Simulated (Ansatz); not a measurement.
Computed with DFT PBE, scalar-relativistic, plane waves, PAW in Ansatz. All cells share a 420 eV cutoff and Γ-centred k meshes spaced at most 0.3 Å⁻¹ (0.19 for metals, 2π included).

Temperature and zero-point effects are left out. The comparison covers the computed candidates alone. For metals, differences of a few meV/atom aren't resolved. Spin–orbit coupling is left out. No run is spin-polarised.

4 distinct structures were compared, and only named types are asked about.

(1) Which is lower for HfN, the zinc blende or the rock salt structure, and by how much?

(2) Which is lower for HfN, the nickel arsenide (N on Ni sites) or the zinc blende structure, and by how much?

(3) Which is lower for HfN, the rock salt or the nickel arsenide (N on Ni sites) structure, and by how much?

Answers

(1) The rock salt structure, by 248 meV/atom. It takes 11.8 Å³/atom against 14.8.

(2) The nickel arsenide (N on Ni sites) structure, by 226 meV/atom. It takes 11.8 Å³/atom against 14.8.

(3) The rock salt structure, by 22 meV/atom. It takes 11.8 Å³/atom against 11.8.